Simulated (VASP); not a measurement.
SnSe:

```
CELL_PARAMETERS angstrom
11.50000 0.00000 0.00000
0.00000 4.15300 0.00000
0.00000 0.00000 4.44500
ATOMIC_POSITIONS crystal
Se 0.85530 0.25000 0.48200
Se 0.64470 0.75000 0.98200
Se 0.14470 0.75000 0.51800
Se 0.35530 0.25000 0.01800
Sn 0.11820 0.25000 0.10350
Sn 0.38180 0.75000 0.60350
Sn 0.88180 0.75000 0.89650
Sn 0.61820 0.25000 0.39650
```

The cell was built by a generator and needn't be a form met in nature.

| Property | Result |
| --- | --- |
| Program | VASP 6.6.1 |
| Task | relaxation of cell and atoms |
| Functional | optB86b-vdW |
| Potentials or basis | VASP PAW PBE potentials, release 64 (Se, Sn_d) |
| Cutoff | 600 eV |
| k mesh | 3 × 8 × 8 |
| Occupations | gaussian, width 0.03 eV |
| Spin | no spin polarisation |

At the start: pressure 1.3 GPa; volume 26.54 Å³/atom.

Question: Where does the relaxation end?

Answer: Over 13 steps the energy falls by 3.1 meV/atom and the volume is 27.02 Å³/atom (+1.8 %); space group Pnma (No. 62, to 0.05 Å).

Step by step:
| step | energy change (eV) | largest force (eV/Å) | pressure (GPa) | volume (Å³) |
| --- | --- | --- | --- | --- |
| 1 | 0.0000 | 0.1694 | 1.29 | 212.29 |
| 2 | -0.0176 | 0.0773 | -0.57 | 218.93 |
| 3 | -0.0218 | 0.0354 | -0.05 | 216.88 |
| 4 | -0.0218 | 0.0375 | -0.01 | 216.78 |
| 5 | -0.0221 | 0.0337 | -0.01 | 216.69 |
| 6 | -0.0230 | 0.0236 | 0.01 | 216.41 |
| 7 | -0.0239 | 0.0147 | 0.05 | 215.84 |
| 8 | -0.0242 | 0.0226 | -0.01 | 216.05 |
| 9 | -0.0243 | 0.0266 | -0.03 | 216.12 |
| 10 | -0.0245 | 0.0165 | -0.01 | 216.04 |
| 11 | -0.0245 | 0.0139 | 0.01 | 216.01 |
| 12 | -0.0245 | 0.0112 | 0.04 | 215.95 |
| 13 | -0.0247 | 0.0067 | 0.00 | 216.19 |

Final structure:
```
Se Sn
1.0
    11.61756    0.00000    0.00000
     0.00000    4.19804    0.00000
     0.00000    0.00000    4.43283
Se Sn
4 4
Direct
  0.85635 0.25000 0.47620
  0.64365 0.75000 0.97620
  0.14365 0.75000 0.52380
  0.35635 0.25000 0.02380
  0.11917 0.25000 0.10040
  0.38083 0.75000 0.60040
  0.88083 0.75000 0.89960
  0.61917 0.25000 0.39960
```

Caveat: the PAW data sets were made with another functional, which shifts forces and pressure a little.
